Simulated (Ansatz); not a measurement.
Input and command of a calculation in Ansatz (plane waves; scalar-relativistic PAW potentials unless the input names others):

```yaml
crystal:
  lattice:
    - [0.0, 2.2466667725, 2.2466667725]
    - [2.2466667725, 0.0, 2.2466667725]
    - [2.2466667725, 2.2466667725, 0.0]
  atoms:
    - { symbol: Mg, position: [0.0, 0.0, 0.0] }
basis:
  ecutwfc: 420
kpoints:
  mp_grid: { grid: [16, 16, 16] }
hamiltonian:
  xc: pbesol
  dispersion: d3bjatm
scf:
  occupations: { method: gaussian, width: 0.1 }
output:
  forces: true
  eigenvalues: true
  stress: true
```

```bash
ansatz run input.yaml --threads 1 --pin off --max-ram 2560MiB --backend cpu --events-out ev --progress --plain --runs-dir out
```

Abridged log:
```
Pseudopotentials: kind: paw
Pseudopotential: Mg, paw, valence charge 10, recommended cutoff 420 eV (normal)
Functional definition: PBEsol
Crystal: 1 atom, lattice volume = 22.680 Å³
Basis set: ecut = 420 eV, 459 PW (Γ), exchange–correlation on 48×48×48 points (8 copies of the dense FFT grid, shifted against one another)
Bands: 9, of which v1, the nominal top of the filled ones, is band 5 counted from 1 (4 counted from 0)
Symmetry: 48 space group operations
Space group: Fm-3m (ITA 225), of the structure as read, at distance tolerance 2.8e-5 Å
k-points: 145 of 4096
Initial density: superposition of atomic densities (neutral atoms: chi_scale 0, normalization atom), corrected by the library's trained network
Initial wavefunctions: pseudopotential atomic-orbital guess
Functional: x = pbesol(κ = 0.804, μ = 0.12345679), c = pbesol(β = 0.046)
SCF iter   1: F=—  HF=-1912.286325 eV  |F-HF|=—  |Δ(HF+E_count)|=         —  Δρ=2.04e-3  dr2=3.64e-4  ethr=1.77e-3  ⟨swp⟩=5.3  Hψ=9057  notcnv=0
SCF iter   2: F=—  HF=-1912.285939 eV  |F-HF|=—  |Δ(HF+E_count)|=   3.86e-4  Δρ=5.64e-4  dr2=2.93e-5  ethr=3.64e-6  ⟨swp⟩=2.1  Hψ=3184  notcnv=0
SCF iter   3: F=—  HF=-1912.285919 eV  |F-HF|=—  |Δ(HF+E_count)|=   1.96e-5  Δρ=9.28e-5  dr2=8.54e-7  ethr=2.93e-7  ⟨swp⟩=2.0  Hψ=2026  notcnv=0
SCF iter   4: F=-1912.285920 eV  HF=-1912.285920 eV  |F-HF|=1.53e-8  |Δ(HF+E_count)|=   9.43e-7  Δρ=1.71e-5  dr2=3.48e-8  ethr=8.54e-9  ⟨swp⟩=2.4  Hψ=2011  notcnv=0
SCF iter   5: F=-1912.285920 eV  HF=-1912.285920 eV  |F-HF|=6.41e-10  |Δ(HF+E_count)|=   3.54e-9  Δρ=2.49e-6  dr2=9.07e-10  ethr=3.48e-10  ⟨swp⟩=2.1  Hψ=1929  notcnv=0
SCF iter   6: F=-1912.285920 eV  HF=-1912.285920 eV  |F-HF|=5.46e-12  |Δ(HF+E_count)|=  4.44e-10  Δρ=2.27e-7  dr2=7.23e-12  ethr=9.07e-12  ⟨swp⟩=2.0  Hψ=4335  notcnv=0
SCF 1 converged in 6 iterations: F = -1912.285920 eV  dr2 = 7.23e-12
SCF converged after 6 iterations
Free energy (F): -1912.285920 eV
Harris-Foulkes:  -1912.285920 eV  (|F-HF|=5.46e-12)
Internal energy: -1912.283076 eV  (E = F + TS)
E sigma→0 (E₀):  -1912.284498 eV
Entropy (-TS):   -0.002844 eV (-2.844 meV/atom)
Fermi energy:    5.683016 eV
  E_disp       = -0.248601  (pairwise vdW)
--- Forces (eV/Å), atoms counted from 1 ---
  atom   1  Mg     0.00000000     0.00000000     0.00000000
--- Stress (GPa, compression-positive) ---
       -1.735288       0.000000       0.000000
        0.000000      -1.735288       0.000000
        0.000000       0.000000      -1.735288
  P = ⅓ Tr σ = -1.7353 GPa (-17.353 kbar)
```

Apart from outputs, empty bands and the relaxation, which only the reference makes, the input differs from a reference run on usual settings in hamiltonian.dispersion: not typed → "d3bjatm". The reference, at the same geometry, ended its own course with pressure 0.00 GPa, largest force 0.000 eV/Å, no gap on the mesh. This run converged in 6 SCF iterations with an energy at zero smearing 249 meV/atom below the reference's (the Hamiltonian itself differs), pressure -1.74 GPa, largest force 0.000 eV/Å, no gap on the mesh.

It took 2 s on 1 thread of Intel(R) Xeon(R) Platinum 8259CL CPU @ 2.50GHz (Skylake/Cascade Lake), on a shared host, peak memory 0.34 GiB.